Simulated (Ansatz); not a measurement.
A run of Ansatz 0.2.0:

input.yaml

```yaml
crystal:
  lattice: { a: 3.8312, b: 3.8312, c: 3.8312, alpha: 90.0, beta: 90.0, gamma: 90.0 }
  space_group: 225
  reduce_to_primitive: true
  atoms:
    - { symbol: Ir, wyckoff: "4a", position: [0.0, 0.0, 0.0] }
hamiltonian:
  xc: revpbe
  pseudopotentials: { kind: paw }
  hubbard: { sites: [{ species: Ir, l: d, u_eff: 5.3 }] }
kpoints:
  mp_grid: { grid: [12, 12, 12] }
scf:
  occupations: { method: fermi_dirac, width: 0.05 }
  n_extra_bands: 6
output:
  forces: true
  stress: true
  eigenvalues: true
  dos: { projected: false, de: 0.05, nscf_kmesh: { grid: [18, 18, 18] } }
```

Potentials or basis: Ansatz PAW.

Launch:

```console
$ ansatz run input.yaml --threads 1 --pin off --max-ram 2560MiB --backend cpu --events-out ev --progress --plain --runs-dir out
```

Hardware: 1 thread of Arm Neoverse V2, with other jobs on the host.

**Question.** How long does it take, and how much memory?

**Answer.** Wall time 2.9 s on 1 thread of Arm Neoverse V2 (shared host), peak memory 0.26 GiB. Counts: scf iterations 7, plane waves 283, k points 72, bands 15.
